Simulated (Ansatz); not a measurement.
Ni:

```
Ni
1.0
     0.00000    1.73757    1.73757
     1.73757    0.00000    1.73757
     1.73757    1.73757    0.00000
Ni
1
Direct
  0.00000 0.00000 0.00000
```

Base run:

| Item | Value |
| --- | --- |
| Program | Ansatz 0.2.0 |
| Functional | PBEsol |
| Potentials or basis | Ansatz PAW |
| Cutoff | 420 eV (not typed: the program's choice for these potentials) |
| k mesh | 11 × 11 × 11 |
| Occupations | fermi-dirac, width 0.05 eV |
| Spin | collinear spin, ferromagnetic start |
| Starting moments | [0.2] μB |
| Fixed moment | 0.2 μB |

Its results: pressure -3.3 GPa; site moments Ni +0.21 μB.

Task: The run is repeated on the same cell with these changes: fixed moment from 0.2 μB to 0.5 μB; moments at the start from [0.2] to [0.5]. What comes out?

Result: Pressure -2.9 GPa; site moments Ni +0.53 μB.

Caveats: the total moment is fixed, so each spin has its own Fermi level; the PAW data sets come from PBE, with cores solved anew for the run's functional, which leaves a small shift of forces and pressure; the thresholds are loose for stress.
